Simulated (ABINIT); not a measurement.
The system is GaN.

```
Ga N
1.0
     3.18000    0.00000    0.00000
    -1.59000    2.75396    0.00000
     0.00000    0.00000    5.16600
Ga N
2 2
Direct
  0.66667 0.33333 0.50000
  0.33333 0.66667 0.00000
  0.66667 0.33333 0.87500
  0.33333 0.66667 0.37500
```

Base run:

| Property | Result |
| --- | --- |
| Program | ABINIT 10.8.3 (patched build) |
| Functional | PBEsol |
| Potentials or basis | JTH PAW PBE v2.0 |
| Cutoff | 844 eV |
| k mesh | 10 × 10 × 5 |
| Occupations | fermi-dirac, width 0.05 eV |
| Spin | no spin polarisation |

Its results: band gap on the k mesh 1.90 eV, direct; pressure 1.7 GPa; largest force 0.133 eV/Å.

Q: After a change of settings the same cell gave: band gap on the k mesh 2.00 eV, direct; pressure 12.2 GPa; largest force 0.143 eV/Å. Which change was it?
A. functional from PBEsol to PBE
B. functional from PBEsol to RPBE
C. functional from PBEsol to BLYP
D. functional from PBEsol to LDA

A: B.

RPBE binds less tightly than PBEsol, so the same cell stands under more pressure.

Caveats: the PAW data sets were made with another functional, which shifts forces and pressure a little.
